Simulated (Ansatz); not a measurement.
# ZrC (Fm-3m) in Ansatz: settings compared

One crystal, ZrC, is run at these levels: PBEsol, HSE06; tasks: single point.

All numbers are computed with Ansatz 0.2.0; they aren't measurements. Logs are shortened: lines on timing, memory, paths and dates and some standing lists are left out, and cuts for length are marked.

### Step 1. Starting point

Symmetry: Fm-3m, No. 225, cubic system. Conventional cell: a = 4.730 Å, b = 4.730 Å, c = 4.730 Å, α = 90.00°, β = 90.00°, γ = 90.00°. Zr (site symmetry m-3m) is surrounded by 6 C at 2.37 Å. C (site symmetry m-3m) is surrounded by 6 Zr at 2.37 Å.

### Step 2. Single point, PBEsol

The input, input.yaml:

```yaml
crystal:
  lattice:
    - [0.0, 2.365, 2.365]
    - [2.365, 0.0, 2.365]
    - [2.365, 2.365, 0.0]
  atoms:
    - { symbol: Zr, position: [0.5, 0.5, 0.5] }
    - { symbol: C, position: [0.0, 0.0, 0.0] }
kpoints:
  mp_grid: { grid: [8, 8, 8] }
scf:
  occupations: { method: fermi_dirac, width: 0.05 }
hamiltonian:
  xc: pbesol
  pseudopotentials: { kind: all_electron, datasets: crystal }
output:
  forces: true
  stress: true
  eigenvalues: true
```

Potentials or basis: all-electron PAW datasets made for the crystal.

The run is started by

```sh
$ ansatz run input.yaml --threads 2 --pin off --max-ram 8192MiB --backend cpu --events-out ev --progress --plain --runs-dir out
```

What it wrote:

```text
Warning: RAYON_NUM_THREADS=2 ignored (pool sized by the plan → 2); use --threads N
hamiltonian.pseudopotentials.datasets: crystal makes datasets for this crystal and solves the spheres of its atoms anew in each pass: cutoff 280.0 eV, the density's 1120.0 eV; for an error of 0.50 meV an atom under PBE, 1.0 meV for the cell; an energy difference from a run of another recipe may be off by several times the error for the cell, under r2SCAN by more, where some 0.1 meV an atom stays at smaller errors; C in spheres of 1.048 Å, 4 of its electrons in bands; Zr in spheres of 1.312 Å, 12 of its electrons in bands
Engine: ansatz 0.2.0, aarch64-unknown-linux-gnu
Pseudopotentials: kind: all_electron
Pseudopotential: Zr, paw, valence charge 12, recommended cutoff 280 eV (normal), crystal/all_electron/pbesol/scalar/gaussian/Zr, Koelling and Harmon's equation, gaussian nucleus
Pseudopotential: C, paw, valence charge 4, recommended cutoff 280 eV (normal), crystal/all_electron/pbesol/scalar/gaussian/C, Koelling and Harmon's equation, gaussian nucleus
Functional definition: PBEsol
  exchange = pbesol_x
  correlation = pbesol_c
Crystal: 2 atoms, lattice volume = 26.456 Å³
Basis set: ecut = 280 eV, 283 PW (Γ), exchange–correlation on 40×40×40 points (8 copies of the dense FFT grid, shifted against one another)
Bands: 12, of which v1, the nominal top of the filled ones, is band 8 counted from 1 (7 counted from 0)
Symmetry: 48 space group operations
Space group: Fm-3m (ITA 225), of the structure as read, at distance tolerance 3.0e-5 Å
k-points: 29 of 512
Non-local potential: Zr, projectors of the file, l = 0: 2, l = 1: 2, l = 2: 2
Non-local potential: C, projectors of the file, l = 0: 1, l = 1: 2
PAW form: soft (Blöchl's): semilocal exchange-correlation on the pseudo side does not see the compensation charge
PAW one-centre angular grid: Zr, 590 points (default); XC on its mesh's 1877 points in the sphere
PAW one-centre angular grid: C, 110 points (default); XC on its mesh's 1985 points in the sphere
Initial density: superposition of atomic densities (neutral atoms: chi_scale 0, normalization atom)
Initial wavefunctions: pseudopotential atomic-orbital guess
Functional: x = pbesol(κ = 0.804, μ = 0.12345679012345678), c = pbesol(β = 0.046)
iter 1 solved again at ethr=4.86e-2 eV; its pass at ethr=1.00e-1 eV (dr2=7.77e0 eV) is discarded
SCF iter   1: F=—  HF=-98907.908239 eV  |F-HF|=—  |Δ(HF+E_count)|=         —  Δρ=1.39e-1  dr2=7.72e0  ethr=4.86e-2  ⟨swp⟩=2.1  Hψ=1794  notcnv=0
preconditioner: auto → none  [metal: Δε(μ)=0.075 eV  Ē_g=18.165 eV  σ=0.050 eV  W_gap=0.34  n_scr=8 (ndim 8)  ℏωp=27.0 eV  f_vac=0.000  D(μ)=0.28/eV (n_scr^D=0)  sad-step TF]
iter 2 solved again at ethr=3.47e-3 eV; its pass at ethr=4.82e-2 eV (dr2=5.55e-1 eV) is discarded
SCF iter   2: F=—  HF=-98906.472134 eV  |F-HF|=—  |Δ(HF+E_count)|=    1.44e0  Δρ=3.70e-2  dr2=5.12e-1  ethr=3.47e-3  ⟨swp⟩=2.6  Hψ=1466  notcnv=0  defer=1
SCF iter   3: F=—  HF=-98906.366443 eV  |F-HF|=—  |Δ(HF+E_count)|=   1.06e-1  Δρ=2.13e-2  dr2=9.48e-2  ethr=3.20e-3  ⟨swp⟩=3.3  Hψ=910  notcnv=0
SCF iter   4: F=—  HF=-98906.367026 eV  |F-HF|=—  |Δ(HF+E_count)|=   5.82e-4  Δρ=6.34e-3  dr2=8.25e-3  ethr=5.92e-4  ⟨swp⟩=3.0  Hψ=970  notcnv=0
SCF iter   5: F=—  HF=-98906.364930 eV  |F-HF|=—  |Δ(HF+E_count)|=   2.10e-3  Δρ=1.81e-3  dr2=1.07e-3  ethr=5.15e-5  ⟨swp⟩=3.0  Hψ=750  notcnv=0
SCF iter   6: F=—  HF=-98906.365554 eV  |F-HF|=—  |Δ(HF+E_count)|=   6.25e-4  Δρ=3.54e-4  dr2=1.15e-5  ethr=6.67e-6  ⟨swp⟩=3.1  Hψ=825  notcnv=0
SCF iter   7: F=—  HF=-98906.365557 eV  |F-HF|=—  |Δ(HF+E_count)|=   2.87e-6  Δρ=6.09e-5  dr2=2.46e-7  ethr=7.17e-8  ⟨swp⟩=3.0  Hψ=698  notcnv=0  defer=1
SCF iter   8: F=-98906.365557 eV  HF=-98906.365557 eV  |F-HF|=1.59e-9  |Δ(HF+E_count)|=   1.77e-7  Δρ=6.94e-6  dr2=3.22e-9  ethr=1.54e-9  ⟨swp⟩=3.1  Hψ=675  notcnv=0  defer=1
SCF 1 converged in 8 iterations: F = -98906.365553 eV  dr2 = 3.22e-9
  Residual-converged pass: ⟨swp⟩=3.9  Hψ=840  notcnv=0  max |occ|·‖R‖ = 5.1e-6 eV (tolerance 5.3e-6 eV)  dr2=3.29e-9  dr2_onsite=2.29e-9  max |Δocc| = 4.8e-9
SCF converged after 8 iterations
Free energy (F): -98906.365553 eV
Harris-Foulkes:  -98906.365553 eV  (|F-HF|=1.59e-9)
Internal energy: -98906.362654 eV  (E = F + TS)
E sigma→0 (E₀):  -98906.364104 eV
Entropy (-TS):   -0.002899 eV (-1.449 meV/atom)
Past the cutoff: the bands carry plane waves up to 1.75 times it, of which those up to 1.5 times it add -0.000264 eV an atom, each by itself; the spheres take 0.000151 eV an atom off the energy for waves past 1.75 times it
By the cutoff:   a pressure is off by up to 0.006 GPa (1.2 times the spheres' own share and the shells' term, over an atom's volume, and 0.004 GPa: a bound that held against runs at twice the plane waves)
Past the cutoffs: a stress includes 0.0013 GPa for waves and charges beyond them, in addition to the slope of what the spheres take
In the spheres:  the bands' charges fall short by 9.0e-7 e at most (sound up to 1e-3)
Fermi energy:    16.004419 eV
--- Per-component energies (eV) ---
  E_band       = -29.202810
  E_kinetic    = 292.885648
  E_local      = -397.786910  (includes V_loc(G=0)·N_el)
  E_nonlocal   = 32.449911
  E_hartree    = 210.612744
  E_xc         = -141.765410
  E_vxc        = -185.262827  (∫ρ·V_xc dr)
  E_paw        = -99353.431681  (= ΣΔE_a)
  E_vpaw       = -1919.251408  (= ΣTr[D̂ρ^β])
  E_ewald      = -1275.863827
  E_smearing   = -0.002899  (= −TS)
  E_closure    = 1726.536871  (closes the sum)
  Σ components = -98906.365553   (vs F -98906.365553, Δ=0.00e0)
  The terms above E_closure are by the made datasets' own strengths, without shells solved beside the bands.
--- Forces (eV/Å), atoms counted from 1 ---
  atom   1  Zr     0.00000000    -0.00000000     0.00000000
  atom   2  C     -0.00000000     0.00000000    -0.00000000
  max |Σ_I F_I| component: 2.24e-29 eV/Å
--- Stress (GPa, compression-positive) ---
       -8.456879       0.000000       0.000000
       -0.000000      -8.456879      -0.000000
       -0.000000      -0.000000      -8.456879
  P = ⅓ Tr σ = -8.4569 GPa (-84.569 kbar)
--- Band table (eV; the first three rows and the last of 29) ---
  k-point 0: bands = ["-31.9947", "-9.7472", "-9.7472", "-9.7472", "4.8329", "16.9988", "16.9988", "16.9988", "17.1012", "17.1012"]
  k-point 1: bands = ["-31.9810", "-9.8740", "-9.7585", "-9.7585", "5.1743", "15.2978", "15.6806", "15.6806", "17.5994", "17.5994"]
  k-point 2: bands = ["-31.9476", "-10.1677", "-9.7855", "-9.7855", "6.0720", "13.3311", "14.3275", "14.3275", "18.5493", "18.5493"]
  k-point 28: bands = ["-31.8686", "-10.2342", "-10.2342", "-10.0385", "6.7047", "13.4477", "13.7024", "13.7024", "19.2736", "19.2736"]
```

Wall time 1.2 s (2 threads of Arm Neoverse V2, shared host); peak memory 0.34 GiB.

Results:

| Property | Result |
| --- | --- |
| Free energy | -98906.3656 eV |
| Pressure | -8.5 GPa |
| Band gap on the k mesh | none (metal or under the smearing width) |

Caveat: the k mesh is thin for a metal, which can move the energy by tens of meV per atom.

### Step 3. Single point, HSE06

Edit input.yaml of step 2 so:

```diff
@@ -13,3 +13,3 @@
 hamiltonian:
-  xc: pbesol
+  xc: hse06
   pseudopotentials: { kind: all_electron, datasets: crystal }
@@ -18,2 +18 @@
   stress: true
-  eigenvalues: true
```

Potentials or basis: all-electron PAW datasets made for the crystal.

The run is started by

```sh
$ ansatz run input.yaml --threads 2 --pin off --max-ram 8192MiB --backend cpu --events-out ev --progress --plain --runs-dir out
```

Run time: 2.6 min. Hardware: 2 threads of Arm Neoverse V2, shared host; peak memory 1 GiB.

The run converged. Its results:

- Free energy: -98966.3317 eV
- Pressure: -5.7 GPa
- Band gap on the k mesh: none (metal or under the smearing width)

Levels at points of the mesh, in eV from the Fermi level:
```tsv
k point	band 6	band 7	band 8	band 9	band 10
(0.00, 0.00, 0.00)	1.08	1.08	1.08	1.75	1.75
(0.00, 0.00, -0.50)	-5.95	-3.27	-3.27	5.47	5.47
(0.00, -0.50, -0.50)	-2.60	-1.50	-0.01	-0.01	5.14
```

Caveat: the k mesh is thin for a metal, which can move the energy by tens of meV per atom.
